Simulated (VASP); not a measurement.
# Se (I4/mmm) in VASP: further runs, part 2 of 2

VASP 6.6.1.

**4. Single point, PBE+D3(BJ) (strain +0.1500 x Voigt [0, 1, 0, 0, 0, 0], atoms carried along)**

The input, INCAR:

```
SYSTEM = Se
ALGO = Fast
EDIFF = 1E-7
ENCUT = 520
GGA = PE
ISIF = 2
ISMEAR = 0
IVDW = 12
LASPH = .TRUE.
LCHARG = .TRUE.
LELF = .TRUE.
LREAL = .FALSE.
LVHAR = .TRUE.
LWAVE = .FALSE.
NBANDS = 9
NELM = 100
PREC = Accurate
SIGMA = 0.15
```

The input, KPOINTS:

```
k-points
0
G
  20 20 20
  0 0 0
```

The input, POSCAR:

```
Se
1.0
   -1.7034486149      1.9589659071      1.7034486149
    1.7034486149     -1.9589659071      1.7034486149
    1.7034486149      1.9589659071     -1.7034486149
Se
1
Direct
    0.0000000000      0.0000000000      0.0000000000
```

Potentials or basis: VASP PAW PBE potentials, release 64 (Se).

Command:

```bash
cat potpaw_PBE.64/Se/POTCAR > POTCAR
mpirun -np 1 vasp_std > vasp.out
```

OUTCAR:

```text
SYSTEM = Se
   EDIFF = 1E-7
   ENCUT = 520
   GGA = PE
   ISIF = 2
   ISMEAR = 0
   IVDW = 12
   LASPH = .TRUE.
   LREAL = .FALSE.
   NELM = 100
   PREC = Accurate
 IVDW          = 12

 ion  position               nearest neighbor table
   1  0.000  0.000  0.000-

  LATTYP: Found a body centered tetragonal cell.
 ALAT       =     3.4068972298
 C/A-ratio  =     1.1500000000

  Lattice vectors:

 A1 = (  -1.7034486149,  -1.9589659071,   1.7034486149)
 A2 = (   1.7034486149,  -1.9589659071,  -1.7034486149)
 A3 = (   1.7034486149,   1.9589659071,   1.7034486149)

Analysis of symmetry for initial positions (statically):
=====================================================================
 Subroutine PRICEL returns:
 Original cell was already a primitive cell.

 Routine SETGRP: Setting up the symmetry group for a
 body centered tetragonal supercell.

 Subroutine GETGRP returns: Found 16 space group operations
 (whereof 16 operations were pure point group operations)
 out of a pool of 16 trial point group operations.

The static configuration has the point symmetry D_4h.

Analysis of symmetry for dynamics (positions and initial velocities):
=====================================================================
 Subroutine PRICEL returns:
 Original cell was already a primitive cell.

 Routine SETGRP: Setting up the symmetry group for a
 body centered tetragonal supercell.

 Subroutine GETGRP returns: Found 16 space group operations
 (whereof 16 operations were pure point group operations)
 out of a pool of 16 trial point group operations.

The dynamic configuration has the point symmetry D_4h.

 Subroutine INISYM returns: Found 16 space group operations
 (whereof 16 operations are pure point group operations),
 and found     1 'primitive' translations

----------------------------------------------------------------------------------------

                                     Primitive cell

[... 112 lines left out ...]
   LORBIT       =      0    0 simple, 1 ext, 2 COOP (PROOUT), +10 PAW based schemes
   GGA     = PE    functional components
   LHFCALC =     F    Hartree Fock is set to
   AEXX    =    0.0000 exact exchange contribution
   IVDW    =    12    specifies the selected vdW correction
   LEPSILON=     F    determine dielectric tensor
   LRPA    =     F    only Hartree local field effects (RPA)
 non-spin polarized calculation
 RMM-DIIS sequential band-by-band and
 Gauss-broadening in eV      SIGMA  =   0.15
  energy-cutoff  :      520.00
  volume of cell :       22.74
 maximum number of plane-waves:       624
   NGX = 11   NGY = 11   NGZ = 11

 number of electron       5.9999999 magnetization

 Free energy of the ion-electron system (eV)
  ---------------------------------------------------
  ext. energy  EPLUGINS =         0.00000000
  ---------------------------------------------------
  free energy    TOTEN  =        -2.81997312 eV

  energy without entropy =       -2.81003414  energy(sigma->0) =       -2.81500363

 E-fermi :   4.2098     XC(G=0): -10.0840

 val. band max:        4.2074647743   @ k =  -0.3000  -0.4500   0.1500
 cond. band min:       4.2208305950   @ k =   0.2000   0.3000   0.0500
 fundamental gap:      0.0133658207
 Fermi energy:         4.2098030247

 k-point     1 :       0.0000    0.0000    0.0000
  band No.  band energies     occupation
      1     -10.9994      2.00000
      2       6.5785      0.00000
      3       6.6444      0.00000
      4       6.6444      0.00000
      5      13.9245      0.00000
      6      15.7989      0.00000
      7      15.7989      0.00000
      8      17.6688      0.00000
      9      18.1080      0.00000
[... 265 lines left out ...]
 k-point    24 :      -0.4000    0.0500    0.0000
  band No.  band energies     occupation
      1      -8.9374      2.00000
      2      -0.4276      2.00000
      3       4.6353      0.00006
      4       6.1935      0.00000
      5      12.1944      0.00000
      6      13.9748      0.00000
      7      18.4794      0.00000
      8      19.5426      0.00000
      9      20.0286      0.00000

 [... further k-points ...]

------------------------ aborting loop because EDIFF is reached ----------------------------------------

 Edisp (eV)   -0.38343

 E8    (eV) :    -0.1575

  FORCE on cell =-STRESS in cart. coord.  units (eV):
  Direction    XX          YY          ZZ          XY          YZ          ZX
  --------------------------------------------------------------------------------------
  -------------------------------------------------------------------------------------
  Total      -0.88677    -1.86554    -0.88677     0.00000     0.00000     0.00000
  in kB     -62.48525  -131.45268   -62.48525     0.00000     0.00000     0.00000
  external pressure =      -85.47 kB  Pullay stress =        0.00 kB

 VOLUME and BASIS-vectors are now :
 -----------------------------------------------------------------------------
  energy-cutoff  :      520.00
  volume of cell :       22.74
      direct lattice vectors                 reciprocal lattice vectors
    -1.703448615  1.958965907  1.703448615     0.000000000  0.255236703  0.293522209
     1.703448615 -1.958965907  1.703448615     0.293522209  0.000000000  0.293522209
     1.703448615  1.958965907 -1.703448615     0.293522209  0.255236703  0.000000000

 POSITION                                       TOTAL-FORCE (eV/Angst)
 -----------------------------------------------------------------------------------
      0.00000      0.00000      0.00000        -0.000000     -0.000000     -0.000000
 -----------------------------------------------------------------------------------
    total drift:                                0.000000      0.000000     -0.000000

  FREE ENERGIE OF THE ION-ELECTRON SYSTEM (eV)
  ---------------------------------------------------
  free  energy   TOTEN  =        -3.2033999484 eV

  energy  without entropy=       -3.1934609609  energy(sigma->0) =       -3.19843045
```

OSZICAR:

```text
N       E                     dE             d eps       ncg     rms          rms(c)
DAV:   1     0.964011847271E+01    0.96401E+01   -0.28275E+03 11554   0.565E+02
DAV:   2    -0.251838139547E+01   -0.12158E+02   -0.11797E+02 15840   0.743E+01
DAV:   3    -0.282199084929E+01   -0.30361E+00   -0.29904E+00 13660   0.108E+01
DAV:   4    -0.282261654555E+01   -0.62570E-03   -0.62564E-03 15775   0.560E-01
DAV:   5    -0.282261709714E+01   -0.55159E-06   -0.55156E-06 13503   0.145E-02    0.242E+00
RMM:   6    -0.282000956654E+01    0.26075E-02   -0.30696E-03 11816   0.335E-01    0.142E+00
RMM:   7    -0.281994419617E+01    0.65370E-04   -0.60656E-03 12255   0.488E-01    0.858E-02
RMM:   8    -0.281997392558E+01   -0.29729E-04   -0.24475E-04 13200   0.126E-01    0.766E-03
RMM:   9    -0.281997350804E+01    0.41755E-06   -0.16160E-05 14281   0.317E-02    0.971E-03
RMM:  10    -0.281997292319E+01    0.58485E-06   -0.22164E-06 13912   0.135E-02    0.115E-02
RMM:  11    -0.281997309835E+01   -0.17517E-06   -0.70943E-07 14006   0.555E-03    0.216E-04
RMM:  12    -0.281997312332E+01   -0.24968E-07   -0.69352E-08 11217   0.219E-03
   1 F= -.32033999E+01 E0= -.31984305E+01  d E =-.993899E-02
```

It took 30 s on 1 thread of Intel Xeon 6975P-C (Granite Rapids), shared host; peak memory 0.25 GiB.

Results:

- Free energy: -3.2034 eV
- Pressure: -8.5 GPa
- Band gap on the k mesh: none (metal or under the smearing width)
- Dispersion energy per atom: -0.383 eV

Caveat: pairwise dispersion overbinds metals, which lowers pressure and volume.

**5. Overview**

```csv
cell,gap on the mesh (eV),pressure (GPa)
"strain +0.0375 x Voigt [0, 1, 0, 0, 0, 0], atoms carried along",none,-3.7
"strain -0.1125 x Voigt [0, 1, 0, 0, 0, 0], atoms carried along",none,11.0
"strain +0.1500 x Voigt [0, 1, 0, 0, 0, 0], atoms carried along",none,-8.5
```

Alike in all rows: task single point; level PBE+D3(BJ); potentials or basis VASP PAW PBE potentials, release 64 (Se); no spin polarisation; k mesh 20 × 20 × 20; cutoff (eV) 520; smearing gaussian 0.15 eV.

Caveats: pairwise dispersion overbinds metals, which lowers pressure and volume.

Absolute energies hang on the potentials; compare differences alone.
